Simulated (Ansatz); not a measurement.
Equation of state of Pd under LDA

Symmetry: Fm-3m, No. 225, cubic system. Conventional cell: a = 3.893 Å, b = 3.893 Å, c = 3.893 Å, α = 90.00°, β = 90.00°, γ = 90.00°. Pd (site symmetry m-3m) is surrounded by 12 Pd at 2.75 Å.

The cell was scaled at fixed shape and fractions and run with Ansatz, Ansatz PAW, cutoff 420 eV; LDA, k mesh 12 × 12 × 12 on the cell of 1 atom, fermi-dirac occupations of 0.05 eV, spin-orbit coupling, no magnetisation. The potentials were made for PBE. Energies are those that the program minimises, any entropy of the smearing included. For a metal such a mesh isn't converged to the digits shown.

```tsv
V (Å³/atom)	energy over the lowest row (meV/atom)
13.8650	3.91
14.1600	0.00
14.4550	4.76
14.7500	17.08
15.0450	?
15.3400	60.62
15.6350	90.24
```

Q: Fit the third-order Birch-Murnaghan form, give V0, B0 and B′, and predict the energy left open.

A: With y = (V0/V)^(2/3), E = E0 + (9 V0 B0/16) [(y - 1)³ B′ + (y - 1)² (6 - 4y)]. Least squares through the rows shown give V0 = 14.1389 Å³/atom, E0 = -0.02 meV, B0 = 227.5 GPa (1 eV/Å³ = 160.218 GPa) and B′ = 5.54, with a largest miss of 0.00 meV. At V = 15.0450 the form with these constants gives 35.98 meV; the run gave 35.99 meV an atom. Measured volume: 14.72 Å³/atom at 293.15 K (arxiv:2204.14071), so the fit lies -3.9 % from it. The runs are for a static lattice.
